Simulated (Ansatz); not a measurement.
Method: DFT PBE, scalar-relativistic, plane waves, PAW in Ansatz 0.2.0. All cells share a 420 eV cutoff and Γ-centred k meshes spaced at most about 0.3 Å⁻¹ (about 0.25 or finer for metals, 2π included). No spin polarisation.

Energies over the elements count from the elements' standard structures at the same level (N₂ as a molecule), with no fitted energy shifts. The references include grey tin.

These are static total energies at zero pressure. Larger cells and other orderings weren't all tried, so the list isn't exhaustive.

A search for Mg₃Sn₂N₂ gave 4 distinct relaxed structures. Coordination counts Mg or Sn atoms around N (for each partner element, those within 1.25 times its shortest distance or 1.15 times the sum of covalent radii, where it is the nearest in units of that sum or under 1.3; a plus sign parts groups by distance over the sum of covalent radii). Cells relaxed within their symmetry can be saddle points.

Q: What is the best candidate for Mg₃Sn₂N₂?

A: The one with space group P-3m1 (No. 164), reached from: a cell proposed by chemical analogy. It has a = 3.321 Å, c = 12.619 Å, 17.2 Å³/atom, no gap on the mesh. Around Mg on a site of symmetry -3m lie 6 N at 2.34 Å and 6 Mg at 2.83 Å; Mg on a site of symmetry 3m has 3 N at 2.05 Å, 3 Mg at 2.83 Å, 6 Mg at 3.32 Å and 3 Sn at 3.39 Å; around Sn lie 9 Sn at 3.32–3.45 Å, 3 Mg at 3.39 Å and 1 N at 3.53 Å; N has 3 Mg at 2.05 Å, 3 Mg at 2.34 Å, 9 N at 3.30–3.32 Å, 1 Mg at 3.43 Å and 1 Sn at 3.53 Å. Its energy over the elements is −0.35 eV/atom. Whether it is stable depends on the other phases of the system, which aren't compared here. An observed structure of this formula, if there is one, may be missing.

```cif
data_structure
_symmetry_space_group_name_H-M 'P 1'
_symmetry_Int_Tables_number 1
_cell_length_a 3.3213
_cell_length_b 3.3213
_cell_length_c 12.6187
_cell_angle_alpha 90.000
_cell_angle_beta 90.000
_cell_angle_gamma 120.000
_cell_volume 120.55
loop_
_atom_site_label
_atom_site_type_symbol
_atom_site_fract_x
_atom_site_fract_y
_atom_site_fract_z
_atom_site_occupancy
Mg1 Mg 0.00000 0.00000 0.00000 1
Mg2 Mg 0.66667 0.33333 0.16498 1
Mg3 Mg 0.33333 0.66667 0.83501 1
Sn1 Sn 0.33333 0.66667 0.38632 1
Sn2 Sn 0.66667 0.33333 0.61368 1
N1 N 0.33333 0.66667 0.10657 1
N2 N 0.66667 0.33333 0.89343 1
```

Q: How much higher is the R-3m structure with 17.6 Å³/atom and coordination N 3+3 (reached from: a cell proposed by chemical analogy)?

A: 13 meV/atom. It has no gap on its mesh.

Q: How much higher is the P-3m1 structure with 17.4 Å³/atom and coordination N 6 (reached from: a cell proposed by chemical analogy)?

A: 8 meV/atom. It has no gap on its mesh.
